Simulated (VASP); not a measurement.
A run of VASP 6.6.1 is set up as follows.

Contents of INCAR:

```
ALGO = Normal
EDIFF = 1E-7
ENCUT = 600
GGA = PE
ISIF = 2
ISMEAR = -1
LASPH = True
LCHARG = False
LREAL = False
LWAVE = False
NBANDS = 26
NELM = 60
PREC = Accurate
SIGMA = 0.05
```

File KPOINTS:

```
k-points
0
Gamma
  9 6 4
```

The input POSCAR:

```
In
1.0
    3.0621500000      0.0000000000      0.0000000000
    0.0000000000      4.7486900000      0.0000000000
    0.0000000000      0.0000000000      6.8926300000
In
3
Direct
    0.0000000000      0.0000000000      0.2787000000
    0.0000000000      0.0000000000      0.7213000000
    0.0000000000      0.5000000000      0.0000000000
```

File KPOINTS_OPT:

```
path GXSYGZURTZ,YT,UX,SR
20
line-mode
reciprocal
 0.0000000000  0.0000000000  0.0000000000  G
 0.5000000000  0.0000000000  0.0000000000  X

 0.5000000000  0.0000000000  0.0000000000  X
 0.5000000000  0.5000000000  0.0000000000  S

 0.5000000000  0.5000000000  0.0000000000  S
 0.0000000000  0.5000000000  0.0000000000  Y

 0.0000000000  0.5000000000  0.0000000000  Y
 0.0000000000  0.0000000000  0.0000000000  G

 0.0000000000  0.0000000000  0.0000000000  G
 0.0000000000  0.0000000000  0.5000000000  Z

 0.0000000000  0.0000000000  0.5000000000  Z
 0.5000000000  0.0000000000  0.5000000000  U

 0.5000000000  0.0000000000  0.5000000000  U
 0.5000000000  0.5000000000  0.5000000000  R

 0.5000000000  0.5000000000  0.5000000000  R
 0.0000000000  0.5000000000  0.5000000000  T

 0.0000000000  0.5000000000  0.5000000000  T
 0.0000000000  0.0000000000  0.5000000000  Z

 0.0000000000  0.5000000000  0.0000000000  Y
 0.0000000000  0.5000000000  0.5000000000  T

 0.5000000000  0.0000000000  0.5000000000  U
 0.5000000000  0.0000000000  0.0000000000  X

 0.5000000000  0.5000000000  0.0000000000  S
 0.5000000000  0.5000000000  0.5000000000  R
```

Potentials or basis: VASP PAW PBE potentials, release 64 (In_d).

Launch:

```bash
$ cat potpaw_PBE.64/In_d/POTCAR > POTCAR
$ mpirun -np 1 vasp_std > vasp.out
```

Problem. Estimate the band gap along the path.

Solution. None (metal or under the smearing width).

Problem. Predict the pressure.

Solution. 0.1 GPa.

Stress tensor (GPa, compression positive):
```
 0.99  0.00  0.00
 0.00  0.10  0.00
 0.00  0.00 -0.86
```

Caveat: spin-orbit coupling is left out, which moves the levels of the heavy elements.
